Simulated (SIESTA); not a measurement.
Write an ASE script for SIESTA 5.4.2 that does the following.

| Property | Result |
| --- | --- |
| Task | band structure |
| Functional | RPBE |
| Potentials or basis | PseudoDojo 0.4 standard (PBE files) |
| Basis | DZP (energy shift 0.003 Ry; two zetas on semicore shells) |
| Grid cutoff | 800 Ry |
| Energy shift | 0.003 Ry |
| k mesh | 10 × 10 × 3 |
| Occupations | fermi-dirac, width 0.05 eV |
| Spin | no spin polarisation |

The system is GaN.

```xyz
8
Lattice="3.2115 0.0000 0.0000 -1.6058 2.7813 0.0000 0.0000 0.0000 10.3568" Properties=species:S:1:pos:R:3 pbc="T T T"
Ga    0.0000    0.0000    8.1391
Ga    1.6058    0.9271    0.3868
Ga    0.0000    1.8542    5.5652
Ga    0.0000    0.0000    2.9607
N     0.0000    0.0000    0.9636
N     1.6058    0.9271    3.5601
N     0.0000    0.0000    6.1420
N     0.0000    1.8542    8.7385
```

The cell is a database's computed one.

These files were run (other wordings do the same):

run.py

```python
from ase import Atoms
from ase.calculators.siesta import Siesta
from ase.units import Ry, GPa

atoms = Atoms(
    ['Ga', 'Ga', 'Ga', 'Ga', 'N', 'N', 'N', 'N'],
    cell=[
        [3.2115377864, 0.0, 0.0],
        [-1.6057688932, 2.7812733083, 0.0],
        [0.0, 0.0, 10.35684],
    ],
    scaled_positions=[
        [0.0, 0.0, 0.785868],
        [0.6666666667, 0.3333333333, 0.037349],
        [0.3333333333, 0.6666666667, 0.537349],
        [0.0, 0.0, 0.285868],
        [0.0, 0.0, 0.093038],
        [0.6666666667, 0.3333333333, 0.343745],
        [0.0, 0.0, 0.593038],
        [0.3333333333, 0.6666666667, 0.843745],
    ],
    pbc=True,
)

fdf = {
    'SCFMustConverge': False,
    'OccupationFunction': 'FD',
    'ElectronicTemperature': '0.05 eV',
    'MaxSCFIterations': '120',
    'SCF.Mixer.Method': 'Pulay',
    'SCF.Mixer.Weight': '0.25',
    'SCF.Mixer.History': '8',
    'SCF.DM.Tolerance': '5.0e-05',
    'SCF.H.Tolerance': '1.0e-03 eV',
    'WriteForces': 'true',
    'Charge.Mulliken': 'end',
    'BandLinesScale': 'ReciprocalLatticeVectors',
    'BandLines': ['  1    0.000000   0.000000   0.000000  \\Gamma', ' 13    0.500000   0.000000   0.000000  M', '  7    0.333333   0.333333   0.000000  K', ' 15    0.000000   0.000000   0.000000  \\Gamma', '  3    0.000000   0.000000   0.500000  A', ' 13    0.500000   0.000000   0.500000  L', '  7    0.333333   0.333333   0.500000  H', ' 15    0.000000   0.000000   0.500000  A', '  1    0.500000   0.000000   0.500000  L', '  3    0.500000   0.000000   0.000000  M', '  1    0.333333   0.333333   0.000000  K', '  3    0.333333   0.333333   0.500000  H'],
    'PAO.Basis': ['Ga.1 4', 'n=4 0 2', '  6.628 0.000', 'n=4 1 2', '  9.500 0.000', 'n=3 2 2', '  3.575 0.000', 'n=4 2 1', '  9.500'],
}
calc = Siesta(
    label="GaN",
    command="siesta < PREFIX.fdf > PREFIX.out",
    pseudo_path="pseudos",
    pseudo_qualifier="",
    xc=('GGA', 'RPBE'),
    basis_set="DZP",
    mesh_cutoff=800 * Ry,
    energy_shift=0.003 * Ry,
    kpts=[10, 10, 3],
    spin="non-polarized",
    fdf_arguments=fdf,
)
atoms.calc = calc

print(f"energy = {atoms.get_potential_energy():.6f} eV")
free = atoms.get_potential_energy(force_consistent=True)
print(f"free energy = {free:.6f} eV")
print("forces (eV/A):")
print(atoms.get_forces(apply_constraint=False).round(6))
print("stress (GPa, Voigt order, tension positive):", (atoms.get_stress() / GPa).round(4))
```

Potentials or basis: PseudoDojo 0.4 standard (PBE files), DZP (energy shift 0.003 Ry; two zetas on semicore shells).

Launch:

```sh
$ python run.py
```

Results of the run:

The pressure is 6.0 GPa and the largest force is 0.606 eV/Å. The band gap on the k mesh is 0.93 eV, direct. The band gap along the path is 0.93 eV, direct.

Caveat: the potentials were made for another functional, which shifts forces and pressure; the basis of atomic orbitals isn't converged, which shifts pressures, moduli and gaps.

Wall time 5.3 min on 1 thread of Intel(R) Xeon(R) 6975P-C (Granite Rapids) (shared host), peak memory 0.85 GiB.
